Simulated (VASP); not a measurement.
# BaTiO3 (Pm-3m) in VASP: notebook

The runs below take BaTiO3 through single point, with PBE.

All numbers are computed with VASP 6.6.1; they aren't measurements. Logs are shortened: lines on timing, memory, paths and dates and some standing lists are left out, and cuts for length are marked.

### Step 1. The structure

The structure is cubic, space group Pm-3m (No. 221). Conventional cell: a = 4.006 Å, b = 4.006 Å, c = 4.006 Å, α = 90.00°, β = 90.00°, γ = 90.00°. Around Ba (site symmetry m-3m) lie 12 O at 2.83 Å. Ti (site symmetry m-3m) has 6 O at 2.00 Å as nearest neighbours. Around O (site symmetry 4/mmm) lie 2 Ti at 2.00 Å.

### Step 2. Single point, PBE

File INCAR:

```
  PREC = Accurate
  ENCUT = 460
  EDIFF = 1E-7
  ISMEAR = 0
  SIGMA = 0.05
  LREAL = False
  LASPH = True
  NELM = 100
  ALGO = Normal
  ISIF = 2
  LWAVE = False
  LCHARG = False
  GGA = PE
  NBANDS = 28
  ADDGRID = False
```

File KPOINTS:

```
regular mesh
0
Gamma
  6 6 6
```

File POSCAR:

```
BaTiO3
1.0
    4.0060000000      0.0000000000      0.0000000000
    0.0000000000      4.0060000000      0.0000000000
    0.0000000000      0.0000000000      4.0060000000
Ba Ti O
1 1 3
Direct
    0.5000000000      0.5000000000      0.5000000000
    0.0000000000      0.0000000000      0.0000000000
    0.0000000000      0.0000000000      0.5000000000
    0.0000000000      0.5000000000      0.0000000000
    0.5000000000      0.0000000000      0.0000000000
```

Potentials or basis: VASP PAW PBE potentials, release 64 (Ba_sv, Ti_sv, O).

Command:

```sh
$ cat potpaw_PBE.64/Ba_sv/POTCAR potpaw_PBE.64/Ti_sv/POTCAR potpaw_PBE.64/O/POTCAR > POTCAR
$ mpirun -np 1 vasp_std > vasp.out
```

OUTCAR:

```text
PREC = Accurate
   ENCUT = 460
   EDIFF = 1E-7
   ISMEAR = 0
   LREAL = False
   LASPH = True
   NELM = 100
   ISIF = 2
   GGA = PE

 Found     20 irreducible k-points:

 Following reciprocal coordinates:
            Coordinates               Weight
  0.000000  0.000000  0.000000      1.000000
  0.166667  0.000000  0.000000      6.000000
  0.333333  0.000000  0.000000      6.000000
  0.500000  0.000000  0.000000      3.000000
  0.166667  0.166667  0.000000     12.000000
  0.333333  0.166667  0.000000     24.000000
   k-points           NKPTS =     20   k-points in BZ     NKDIM =     20   number of bands    NBANDS=     28
   number of dos      NEDOS =    301   number of ions     NIONS =      5
   total plane-waves  NPLWV =  21952
   dimension x,y,z NGX =    28 NGY =   28 NGZ =   28
   dimension x,y,z NGXF=    56 NGYF=   56 NGZF=   56
   ions per type =               1   1   3
   NGX,Y,Z   is equivalent  to a cutoff of  11.62, 11.62, 11.62 a.u.
   NGXF,Y,Z  is equivalent  to a cutoff of  23.24, 23.24, 23.24 a.u.
 SYSTEM =  unknown system
   PREC   = accura    normal or accurate (medium, high low for compatibility)
   ISTART =      0    job   : 0-new  1-cont  2-samecut
   ICHARG =      2    charge: 1-file 2-atom 10-const
   ISPIN  =      1    spin polarized calculation?
   LNONCOLLINEAR =      F non collinear calculations
   LSORBIT =      F    spin-orbit coupling
   LASPH  =      T    aspherical Exc in radial PAW
   ENCUT  =  460.0 eV  33.81 Ry    5.81 a.u.   7.01  7.01  7.01*2*pi/ulx,y,z
   NELM   =    100;   NELMIN=  2; NELMDL= -5     # of ELM steps
   EDIFF  = 0.1E-06   stopping-criterion for ELM
   LREAL  =      F    real-space projection
   EDIFFG = 0.1E-05   stopping-criterion for IOM
   NSW    =      0    number of steps for IOM
   IBRION =     -1    ionic relax: 0-MD 1-quasi-New 2-CG
   NFREE  =      0    steps in history (QN), initial steepest desc. (CG)
   ISIF   =      2    stress and relaxation
   ISYM   =      2    0-nonsym 1-usesym 2-fastsym
   POTIM  = 0.5000    time-step for ionic-motion
   TEBEG  =    0.0;   TEEND  =   0.0 temperature during run
   PSTRESS=    0.0 pullay stress
   NELECT =      40.0000    total number of electrons
   NUPDOWN=      -1.0000    fix difference up-down
   EMIN   =  10.00;   EMAX   =-10.00  energy-range for DOS
   EFERMI =   0.00;   METHOD = LEGACY
   ISMEAR =     0;   SIGMA  =   0.05  broadening in eV -4-tet -1-fermi 0-gaus
   EFERMI_NEDOS =   21; number of points for ismear=-14 and -15
   IALGO  =     38    algorithm
   IMIX   =      4    mixing-type and parameters
     AMIX     =   0.40;   BMIX     =  1.00
     AMIX_MAG =   1.60;   BMIX_MAG =  1.00
  volume/ion in A,a.u.               =      12.86        86.77
  Fermi-wavevector in a.u.,A,eV,Ry     =   1.397603  2.641087 26.576187  1.953295
  Thomas-Fermi vector in A             =   2.520843
   LORBIT       =      0    0 simple, 1 ext, 2 COOP (PROOUT), +10 PAW based schemes
   GGA     = PE    functional components
   LHFCALC =     F    Hartree Fock is set to
   AEXX    =    0.0000 exact exchange contribution
   IVDW    =     0    specifies the selected vdW correction
   LEPSILON=     F    determine dielectric tensor
   LRPA    =     F    only Hartree local field effects (RPA)
 non-spin polarized calculation
 Gauss-broadening in eV      SIGMA  =   0.05
  energy-cutoff  :      460.00
  volume of cell :       64.29
 maximum number of plane-waves:      1472
   NGX = 15   NGY = 15   NGZ = 15

 number of electron      40.0000032 magnetization

 Free energy of the ion-electron system (eV)
  ---------------------------------------------------
  ext. energy  EPLUGINS =         0.00000000
  ---------------------------------------------------
  free energy    TOTEN  =       -39.97838102 eV

  energy without entropy =      -39.97838102  energy(sigma->0) =      -39.97838102

 E-fermi :   4.1306     XC(G=0): -11.2461

 val. band max:        3.8123829485   @ k =   0.5000   0.5000   0.5000
 cond. band min:       5.5520439729   @ k =   0.0000   0.0000   0.0000
 fundamental gap:      1.7396610243
 Fermi energy:         4.1305730047

 k-point     1 :       0.0000    0.0000    0.0000
  band No.  band energies     occupation
      1     -52.8363      2.00000
      2     -29.0473      2.00000
      3     -29.0473      2.00000
      4     -29.0473      2.00000
      5     -21.0061      2.00000
      6     -13.0722      2.00000
[... 20 lines left out ...]
     27       8.8619      0.00000
     28      11.1678      0.00000

 k-point     2 :       0.1667    0.0000    0.0000
  band No.  band energies     occupation
      1     -52.8361      2.00000
      2     -29.0603      2.00000
      3     -29.0468      2.00000
      4     -29.0468      2.00000
      5     -20.9772      2.00000
      6     -13.0913      2.00000
[... 20 lines left out ...]
     27       9.3953      0.00000
     28      11.8223      0.00000

 k-point     3 :       0.3333    0.0000    0.0000
  band No.  band energies     occupation
      1     -52.8356      2.00000
      2     -29.0860      2.00000
      3     -29.0458      2.00000
      4     -29.0458      2.00000
      5     -20.9183      2.00000
      6     -13.2128      2.00000
[... 20 lines left out ...]
     27      10.6354      0.00000
     28      12.0877      0.00000

 k-point     4 :       0.5000    0.0000    0.0000
  band No.  band energies     occupation
      1     -52.8353      2.00000
      2     -29.0988      2.00000
      3     -29.0453      2.00000
      4     -29.0453      2.00000
      5     -20.8882      2.00000
      6     -13.2947      2.00000
[... 20 lines left out ...]
     27      11.3987      0.00000
     28      12.0018      0.00000

 k-point     5 :       0.1667    0.1667    0.0000
  band No.  band energies     occupation
      1     -52.8359      2.00000
      2     -29.0600      2.00000
      3     -29.0594      2.00000
      4     -29.0463      2.00000
      5     -20.9508      2.00000
      6     -13.0694      2.00000
[... 20 lines left out ...]
     27       9.9118      0.00000
     28      12.0483      0.00000

 k-point     6 :       0.3333    0.1667    0.0000
  band No.  band energies     occupation
      1     -52.8353      2.00000
      2     -29.0853      2.00000
      3     -29.0585      2.00000
      4     -29.0453      2.00000
      5     -20.8970      2.00000
      6     -13.1144      2.00000
[... 20 lines left out ...]
     27      11.1412      0.00000
     28      12.4638      0.00000

 [... further k-points ...]
[... 5 lines left out ...]
  --------------------------------------------------------------------------------------
  -------------------------------------------------------------------------------------
  Total        1.0546232      1.0546232      1.0546232      0.0000000     -0.0000000      0.0000000
  in kB       26.2830071     26.2830071     26.2830071      0.0000000     -0.0000000      0.0000000
  external PRESSURE =      26.2830071 kB  Pullay stress =       0.0000000 kB

 VOLUME and BASIS-vectors are now :
 -----------------------------------------------------------------------------
  energy-cutoff  :      460.00
  volume of cell :       64.29
      direct lattice vectors                 reciprocal lattice vectors
     4.006000000  0.000000000  0.000000000     0.249625562  0.000000000  0.000000000
     0.000000000  4.006000000  0.000000000     0.000000000  0.249625562  0.000000000
     0.000000000  0.000000000  4.006000000     0.000000000  0.000000000  0.249625562

 POSITION                                       TOTAL-FORCE (eV/Angst)
 -----------------------------------------------------------------------------------
      2.00300      2.00300      2.00300         0.000000      0.000000      0.000000
      0.00000      0.00000      0.00000         0.000000      0.000000      0.000000
      0.00000      0.00000      2.00300         0.000000      0.000000      0.000000
      0.00000      2.00300      0.00000         0.000000      0.000000      0.000000
      2.00300      0.00000      0.00000         0.000000      0.000000      0.000000
 -----------------------------------------------------------------------------------
    total drift:                               -0.000000      0.000000     -0.000000

  FREE ENERGIE OF THE ION-ELECTRON SYSTEM (eV)
  ---------------------------------------------------
  free  energy   TOTEN  =       -39.9783810192 eV

  energy  without entropy=      -39.9783810192  energy(sigma->0) =      -39.97838102
```

Run time: 14 s. Hardware: 1 thread of Intel Xeon 6975P-C (Granite Rapids), shared host; peak memory 0.17 GiB.

These settings aren't checked as converged: the numbers below hold their error.

Results:

| Quantity | Value |
| --- | --- |
| Free energy | -39.9784 eV |
| Pressure | 2.6 GPa |
| Band gap on the k mesh | 1.74 eV, indirect (least direct gap 1.89 eV) |

Caveat: the cutoff is under 1.25 times the usual one of these potentials, so pressure, stress and relaxed cells hold a basis-set (Pulay) error; spin-orbit coupling is left out, which moves the levels of the heavy elements.

(Part 1 of 2 ends here.)
